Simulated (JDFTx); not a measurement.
# Tm under changes of volume

One of the cells (30.099 Å³/atom); the others are scaled copies at fixed shape and fractional positions:

```
Tm
1.0
     3.53750    0.00000    0.00000
    -1.76875    3.06356    0.00000
     0.00000    0.00000    5.55460
Tm
2
Direct
  0.66667 0.33333 0.75000
  0.33333 0.66667 0.25000
```

* Program: JDFTx 1.7.0 (patched build)
* Functional: PBE
* Potentials or basis: PseudoDojo-SR-PBE-0.4 3+ lanthanide files with smoothed tails
* Cutoff: 680 eV
* Density cutoff: 5442 eV
* k mesh: 9 × 9 × 5
* Occupations: fermi-dirac, width 0.05 eV
* Spin: no spin polarisation

```tsv
volume (Å³/atom)	energy over the lowest point (meV/atom)	pressure (GPa)
28.293	14.55	2.5
28.895	5.80	1.4
29.497	1.04	0.4
30.099	0.00	-0.5
30.701	?	?
31.303	7.70	-2.2
31.905	15.88	-2.9
```

**Question.** What does the run at 30.701 Å³/atom give?

**Answer.** Energy over the lowest point 2.30 meV/atom; pressure -1.4 GPa.

Worked out: A Birch-Murnaghan fit of order 3 (a polynomial in V^(-2/3)) to the other rows has its minimum at 29.98 Å³/atom with B0 = V·E''(V) = 45 GPa and B' = 3.5 at fixed shape and positions, which overstates the stiffness. It gives 2.31 meV/atom at 30.701 Å³/atom, against the run's 2.30, and -dE/dV = -1.0 GPa, against -1.4.

Energies are extrapolated to zero smearing.
